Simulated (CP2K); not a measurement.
Input of a CP2K 2026.2 run:

Contents of la_bands.inp:

```
&GLOBAL
  PROJECT la_bands
  RUN_TYPE ENERGY_FORCE
  PRINT_LEVEL LOW
&END GLOBAL
&FORCE_EVAL
  METHOD QS
  STRESS_TENSOR ANALYTICAL
  &DFT
    BASIS_SET_FILE_NAME BASIS_MOLOPT_UCL
    POTENTIAL_FILE_NAME POTENTIAL_UZH
    &MGRID
      CUTOFF 450
      REL_CUTOFF 60
      NGRIDS 5
    &END MGRID
    &QS
      METHOD GPW
      EPS_DEFAULT 1.0E-10
    &END QS
    &KPOINTS
      SCHEME MONKHORST-PACK 8 8 5
      GAMMA_CENTERED T
      SYMMETRY T
      SYMMETRY_BACKEND SPGLIB
    &END KPOINTS
    &SCF
      SCF_GUESS ATOMIC
      EPS_SCF 1.0E-6
      MAX_SCF 100
      ADDED_MOS 20
      CHOLESKY OFF
      EPS_EIGVAL 1.0E-7
      &DIAGONALIZATION ON
        ALGORITHM STANDARD
      &END DIAGONALIZATION
      &MIXING ON
        METHOD BROYDEN_MIXING
        ALPHA 0.4
        BETA 1.5
        NBUFFER 8
      &END MIXING
      &SMEAR ON
        METHOD FERMI_DIRAC
        ELECTRONIC_TEMPERATURE [K] 580.226
      &END SMEAR
    &END SCF
    &XC
      &XC_FUNCTIONAL PBE
      &END XC_FUNCTIONAL
    &END XC
    &PRINT
      &KPOINTS ON
      &END KPOINTS
      &MULLIKEN ON
      &END MULLIKEN
      &MO ON
        ENERGIES T
        OCCUPATION_NUMBERS T
        &EACH
          QS_SCF 0
        &END EACH
        ADD_LAST NUMERIC
      &END MO
      &BAND_STRUCTURE
        FILE_NAME bands.bs
        ADDED_MOS 6
        &KPOINT_SET
          UNITS B_VECTOR
          NPOINTS 8
          SPECIAL_POINT GAMMA 0.00000000 0.00000000 0.00000000
          SPECIAL_POINT M 0.50000000 0.00000000 0.00000000
          SPECIAL_POINT K 0.33333333 0.33333333 0.00000000
          SPECIAL_POINT GAMMA 0.00000000 0.00000000 0.00000000
          SPECIAL_POINT A 0.00000000 0.00000000 0.50000000
          SPECIAL_POINT L 0.50000000 0.00000000 0.50000000
          SPECIAL_POINT H 0.33333333 0.33333333 0.50000000
          SPECIAL_POINT A 0.00000000 0.00000000 0.50000000
        &END KPOINT_SET
        &KPOINT_SET
          UNITS B_VECTOR
          NPOINTS 8
          SPECIAL_POINT L 0.50000000 0.00000000 0.50000000
          SPECIAL_POINT M 0.50000000 0.00000000 0.00000000
        &END KPOINT_SET
        &KPOINT_SET
          UNITS B_VECTOR
          NPOINTS 8
          SPECIAL_POINT K 0.33333333 0.33333333 0.00000000
          SPECIAL_POINT H 0.33333333 0.33333333 0.50000000
        &END KPOINT_SET
      &END BAND_STRUCTURE
    &END PRINT
  &END DFT
  &SUBSYS
    &CELL
      A 3.7500000000 0.0000000000 0.0000000000
      B -1.8750000000 3.2475952642 0.0000000000
      C 0.0000000000 0.0000000000 6.0700000000
      PERIODIC XYZ
    &END CELL
    &COORD
      SCALED
      La  0.6666666667 0.3333333333 0.7500000000
      La  0.3333333333 0.6666666667 0.2500000000
    &END COORD
    &KIND La
      BASIS_SET DZVP-MOLOPT-SR-GTH-q11
      POTENTIAL GTH-SCAN-q11
    &END KIND
    &PRINT
      &ATOMIC_COORDINATES ON
      &END ATOMIC_COORDINATES
      &CELL ON
      &END CELL
    &END PRINT
  &END SUBSYS
  &PRINT
    &FORCES ON
    &END FORCES
    &STRESS_TENSOR ON
    &END STRESS_TENSOR
  &END PRINT
&END FORCE_EVAL
```

Potentials or basis: POTENTIAL_UZH La GTH-SCAN-q11; DZVP-MOLOPT-SR-GTH basis.

Run with:

```console
$ OMP_NUM_THREADS=1 cp2k.psmp -i la_bands.inp -o la_bands.out
```

Q: Predict the pressure.

A: -0.7 GPa.

Q: What does it give for the band gap on the k mesh?

A: None (metal or under the smearing width).

Levels at the corners of the path, in eV from the Fermi level:
```csv
point,band 8,band 9,band 10,band 11,band 12,band 13,band 14,band 15
Γ,-15.55,-3.13,-1.70,1.09,1.38,1.38,1.66,1.77
M,-15.72,-1.57,-1.14,-1.10,1.19,1.31,1.35,1.61
K,-16.12,-1.30,0.10,0.10,0.31,0.86,0.86,1.77
Γ,-15.55,-3.13,-1.70,1.09,1.38,1.38,1.66,1.77
A,-15.66,-1.82,-1.82,0.54,0.54,1.45,1.45,1.45
L,-15.90,-1.62,-1.62,-0.37,-0.37,1.62,1.62,1.88
H,-15.78,-0.61,-0.61,-0.26,-0.26,0.94,0.94,1.61
A,-15.66,-1.82,-1.82,0.54,0.54,1.45,1.45,1.45
L,-15.90,-1.62,-1.62,-0.37,-0.37,1.62,1.62,1.88
M,-15.72,-1.57,-1.14,-1.10,1.19,1.31,1.35,1.61
K,-16.12,-1.30,0.10,0.10,0.31,0.86,0.86,1.77
H,-15.78,-0.61,-0.61,-0.26,-0.26,0.94,0.94,1.61
```

Caveat: the potentials were made for another functional, which shifts forces and pressure; spin-orbit coupling is left out, which moves the levels of the heavy elements; the basis of atomic orbitals isn't converged, which shifts pressures, moduli and gaps.
